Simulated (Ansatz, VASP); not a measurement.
## One calculation of W, two programs

```
W
1.0
    -1.58234    1.58234    1.61399
     1.58234   -1.58234    1.61399
     1.58234    1.58234   -1.61399
W
1
Direct
  0.00000 0.00000 0.00000
```

Alike in both runs: functional PBEsol; k mesh 10 × 10 × 10; occupations fermi-dirac, width 0.05 eV; no spin polarisation.

|  | VASP | Ansatz |
| --- | --- | --- |
| version | VASP 6.6.1 | Ansatz 0.2.0 |
| potentials or method | VASP PAW PBE potentials, release 64 (W_sv) | Ansatz PAW |
| plane-wave cutoff (eV) | 520 | 420 |
| valence electrons in the cell | 14 | 14 |
| task | single point | band structure |

Ansatz gave:

| Property | Result |
| --- | --- |
| gap on the k mesh at the Fermi level (eV) | none |
| pressure (GPa) | -8.8 |
| largest component of the traceless stress (GPa) | 4.13 |

Question: Estimate VASP's values.

Answer: gap on the k mesh at the Fermi level (eV): none; pressure (GPa): -8.3; largest component of the traceless stress (GPa): 4.13.

A gap of «none» marks a metal or a gap that the smearing closes.

Caveats: the PAW data sets were made with another functional, which shifts forces and pressure a little (VASP); spin-orbit coupling is left out, which moves the levels of the heavy elements (Ansatz); the PAW data sets come from PBE, with cores solved anew for the run's functional, which leaves a small shift of forces and pressure (Ansatz). Spin-orbit coupling is left out, which matters for the levels of W.
